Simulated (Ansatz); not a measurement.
## Kick test of a cell of PbO2

It was reached by relaxing an invented guess, and it needn't be the stable form of this composition.

The calculation used DFT PBE, scalar-relativistic, plane waves, PAW in Ansatz. Settings: cutoff 420 eV, Γ-centred mesh 12×12×12 on the computed 3-atom cell, Gaussian smearing of 0.01 eV; no spin polarisation.

The cell below (3 atoms, space group R-3m (No. 166)) is relaxed within its symmetry.

```xyz
3
Lattice="1.7229 0.9947 4.4559 -1.7229 0.9947 4.4559 0.0000 -1.9894 4.4559" Properties=species:S:1:pos:R:3 pbc="T T T"
Pb    0.0000    0.0000    0.0000
O     0.0000    0.0000    3.4190
O     0.0000    0.0000    9.9489
```

For the test a repeat of it with 6 atoms (edges 3.45, 4.88, 5.97 Å) was strained at random (σ = 1.5 % a component), the atoms were moved at random (σ = 0.05 Å), and all was relaxed again on a coarse 6×6×4 mesh (in the run’s order of axes) with 0.20 eV smearing, with no symmetry imposed.

Weakly bound directions are ill-defined at this level, which has no dispersion term. Spin–orbit coupling, which can matter for Pb, is left out.

Question: Does it come back?

Answer: It returns, within 1 meV/atom of the unmoved cell on that mesh and with the same symmetry when read at 0.1 Å. No instability shows in this cell; modes of other wave vectors, which need another repeat, aren't tested.
